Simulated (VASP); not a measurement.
# W: relaxation of cell and atoms with PBE

Crystal: W.

```xyz
1
Lattice="-1.5823 1.5823 1.5823 1.5823 -1.5823 1.5823 1.5823 1.5823 -1.5823" Properties=species:S:1:pos:R:3 pbc="T T T"
W     0.0000    0.0000    0.0000
```

```
Program                : VASP 6.6.1
Task                   : relaxation of cell and atoms
Functional             : PBE
Potentials or basis    : VASP PAW PBE potentials, release 64 (W_sv)
Cutoff                 : 520 eV
k mesh                 : 4 × 4 × 4
Occupations            : gaussian, width 0.1 eV
Spin                   : no spin polarisation
Further INCAR settings : ALGO = Normal; EDIFF = 1e-07; IBRION = 2; EDIFFG = -0.002; NSW = 80; ISIF = 3
```

- Relaxed volume: 16.11 Å³/atom
- Relaxed cell: a = 2.756 Å, b = 2.756 Å, c = 2.756 Å, α = 109.47°, β = 109.47°, γ = 109.47°
- Space group after relaxing (to 0.05 Å): Im-3m (No. 229)
- Energy gained by relaxing: 4.2 meV/atom
- Ionic steps: 4
- Pressure after relaxing: 0.0 GPa
- Band gap on the k mesh: none (metal or under the smearing width)

Step by step:
```
step  energy change (eV)  largest force (eV/Å)  pressure (GPa)  volume (Å³)
   1              0.0000                0.0000            5.17        15.85
   2              0.0430                0.0000          -15.22        17.05
   3             -0.0042                0.0000           -0.10        16.12
   4             -0.0042                0.0000           -0.01        16.11
```

Final structure:
```cif
data_structure
_symmetry_space_group_name_H-M 'P 1'
_symmetry_Int_Tables_number 1
_cell_length_a 2.7558
_cell_length_b 2.7558
_cell_length_c 2.7558
_cell_angle_alpha 109.471
_cell_angle_beta 109.471
_cell_angle_gamma 109.471
_cell_volume 16.11
loop_
_atom_site_label
_atom_site_type_symbol
_atom_site_fract_x
_atom_site_fract_y
_atom_site_fract_z
_atom_site_occupancy
W1 W 0.00000 0.00000 0.00000 1
```

Levels at points of the mesh, in eV from the Fermi level:
```tsv
k point	band 5	band 6	band 7	band 8	band 9	band 10
(0.00, 0.00, 0.00)	-9.40	-0.98	-0.98	-0.98	2.43	2.43
(0.50, 0.00, 0.00)	-6.00	-3.29	0.77	2.33	3.29	6.26
(0.50, 0.50, 0.50)	-5.54	-5.54	5.30	5.30	5.30	8.28
```

Run time: 11 s on 1 thread of Intel(R) Xeon(R) Platinum 8488C (Sapphire Rapids), with other jobs on the host, peak memory 0.12 GiB.

Caveat: the k mesh is coarse (spacing up to 0.70 Å⁻¹), so the values aren't converged. The run has no spin-orbit coupling, so splittings on W are missing.
